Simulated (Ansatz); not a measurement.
## Sb: relaxation of cell and atoms with revPBE+D3(BJ)

The system is Sb.

```
Sb
1.0
    -1.87134    1.87134    1.87134
     1.87134   -1.87134    1.87134
     1.87134    1.87134   -1.87134
Sb
1
Cartesian
  0.0000 0.0000 0.0000
```

This isn't the form of Sb at room conditions, which is rhombohedral.

| Property | Result |
| --- | --- |
| Program | Ansatz 0.2.0 |
| Task | relaxation of cell and atoms |
| Functional | revPBE |
| Dispersion | D3(BJ) |
| Potentials or basis | Ansatz PAW |
| Cutoff | 420 eV (not typed: the program's choice for these potentials) |
| k mesh | 10 × 10 × 10 |
| Occupations | fermi-dirac, width 0.05 eV |
| Spin | no spin polarisation |

```yaml
Relaxed_volume: 25.48 Å³/atom
Relaxed_cell: a = 3.211 Å, b = 3.211 Å, c = 3.211 Å, α = 109.47°, β = 109.47°, γ = 109.47°
Space_group_after_relaxing_to_0.05_Å: Im-3m (No. 229)
Energy_gained_by_relaxing: 4.5 meV/atom
Ionic_steps: 4
Pressure_after_relaxing: 0.0 GPa
Band_gap_on_the_k_mesh: none (metal or under the smearing width)
```

Step by step:
```
step  energy change (eV)  largest force (eV/Å)  volume (Å³)
   1              0.0000                0.0000        26.21
   2             -0.0040                0.0000        25.18
   3             -0.0046                0.0000        25.48
   4             -0.0045                0.0000        25.48
```

Final structure:
```
CELL_PARAMETERS angstrom
-1.85362 1.85362 1.85362
1.85362 -1.85362 1.85362
1.85362 1.85362 -1.85362
ATOMIC_POSITIONS crystal
Sb 0.00000 0.00000 0.00000
```

Levels at points of the mesh, in eV from the Fermi level:
| k point | band 6 | band 7 | band 8 | band 9 | band 10 | band 11 |
| --- | --- | --- | --- | --- | --- | --- |
| (0.00, 0.00, 0.00) | -13.28 | 5.97 | 5.97 | 5.97 | 11.51 | 11.51 |
| (0.00, 0.00, -0.50) | -8.87 | -5.94 | 1.83 | 3.94 | 6.72 | 7.17 |
| (-0.50, -0.50, -0.50) | -5.28 | -2.12 | -2.12 | -2.12 | 2.85 | 2.85 |

Run time: 2 s on 2 threads of Arm Neoverse V2, on a shared host, peak memory 0.28 GiB.

Caveat: the plane-wave basis is chosen anew once the cell has moved, so the energies of steps on either side of that aren't comparable; pairwise dispersion overbinds metals, which lowers pressure and volume; the PAW data sets come from PBE, with cores solved anew for the run's functional, which leaves a small shift of forces and pressure. The run has no spin-orbit coupling, so splittings on Sb are missing.
